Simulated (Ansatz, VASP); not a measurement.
## One calculation of Si15Ni, two programs

Contents of INCAR:

```
ALGO = Normal ; EDIFF = 1E-7
ENCUT = 520 ; GGA = PS
ISIF = 2 ; ISMEAR = 0
LASPH = True ; LCHARG = False
LREAL = Auto ; LWAVE = False
NBANDS = 49 ; NELM = 60
PREC = Accurate ; SIGMA = 0.05
```

File KPOINTS:

```
k-points
0
Gamma
  3 3 3
```

File POSCAR:

```
Si15Ni
1.0
    0.0000000000      5.4370000000      5.4370000000
    5.4370000000      0.0000000000      5.4370000000
    5.4370000000      5.4370000000      0.0000000000
Ni Si
1 15
Direct
    1.0000000000      0.0000000000      1.0000000000
    0.0008460273      0.0008460273      0.4991539727
    0.0008460273      0.4991539727      0.0008460273
    0.0008460273      0.4991539727      0.4991539727
    0.4991539727      0.0008460273      0.0008460273
    0.4991539727      0.0008460273      0.4991539727
    0.4991539727      0.4991539727      0.0008460273
    0.5000000000      0.5000000000      0.5000000000
    0.1202211774      0.1202211774      0.1202211774
    0.1202211774      0.1202211774      0.6393364679
    0.1202211774      0.6393364679      0.1202211774
    0.1235527506      0.6254824165      0.6254824165
    0.6393364679      0.1202211774      0.1202211774
    0.6254824165      0.1235527506      0.6254824165
    0.6254824165      0.6254824165      0.1235527506
    0.6254824165      0.6254824165      0.6254824165
```

Input for Ansatz:

```yaml
crystal:
  lattice:
    - [0.0, 5.437, 5.437]
    - [5.437, 0.0, 5.437]
    - [5.437, 5.437, 0.0]
  atoms:
    - { symbol: Ni, position: [0.0, 0.0, 1.0] }
    - { symbol: Si, position: [0.0008460262, 0.0008460262, 0.4991539738] }
    - { symbol: Si, position: [0.0008460262, 0.4991539738, 0.0008460262] }
    - { symbol: Si, position: [0.0008460262, 0.4991539738, 0.4991539738] }
    - { symbol: Si, position: [0.4991539738, 0.0008460262, 0.0008460262] }
    - { symbol: Si, position: [0.4991539738, 0.0008460262, 0.4991539738] }
    - { symbol: Si, position: [0.4991539738, 0.4991539738, 0.0008460262] }
    - { symbol: Si, position: [0.5, 0.5, 0.5] }
    - { symbol: Si, position: [0.1202211887, 0.1202211887, 0.1202211887] }
    - { symbol: Si, position: [0.1202211887, 0.1202211887, 0.639336434] }
    - { symbol: Si, position: [0.1202211887, 0.639336434, 0.1202211887] }
    - { symbol: Si, position: [0.1235527616, 0.6254824128, 0.6254824128] }
    - { symbol: Si, position: [0.639336434, 0.1202211887, 0.1202211887] }
    - { symbol: Si, position: [0.6254824128, 0.1235527616, 0.6254824128] }
    - { symbol: Si, position: [0.6254824128, 0.6254824128, 0.1235527616] }
    - { symbol: Si, position: [0.6254824128, 0.6254824128, 0.6254824128] }
basis:
  ecutwfc: 420
  ecutrho_ratio: 4
kpoints:
  mp_grid: { grid: [3, 3, 3] }
hamiltonian:
  xc: pbesol
scf:
  occupations: { method: gaussian, width: 0.05 }
  lower_state_search: "off"
  max_iter: 150
output:
  forces: true
  stress: true
  eigenvalues: true
  populations: true
  hubbard: { sites: [{ site: 0, l: d }] }
```

Alike in both runs: task single point; functional PBEsol; k mesh 3 × 3 × 3; occupations gaussian, width 0.05 eV; no spin polarisation.

```csv
,VASP,Ansatz
version,VASP 6.6.1,Ansatz 0.2.0
potentials or method,"VASP PAW PBE potentials, release 64 (Ni, Si)","scalar-relativistic, plane waves, PAW"
plane-wave cutoff (eV),520,420
valence electrons in the cell,70,78
```

```tsv
	VASP	Ansatz	Ansatz less VASP
gap on the k mesh at the Fermi level (eV)	none	none	-
pressure (GPa)	-2.1	-2.2	-0.09
rms of the force components (eV/Å)	0.006	0.010	+0.0036
```

Atom by atom the forces differ by 0.004 eV/Å (rms over components). A gap of «none» marks a metal or a gap that the smearing closes. The two sets of potentials don't hold the same shells in valence.

Caveats: the PAW data sets were made with another functional, which shifts forces and pressure a little (VASP). Spin polarisation is off, so any magnetic state and its effect on volume and gap are missing.
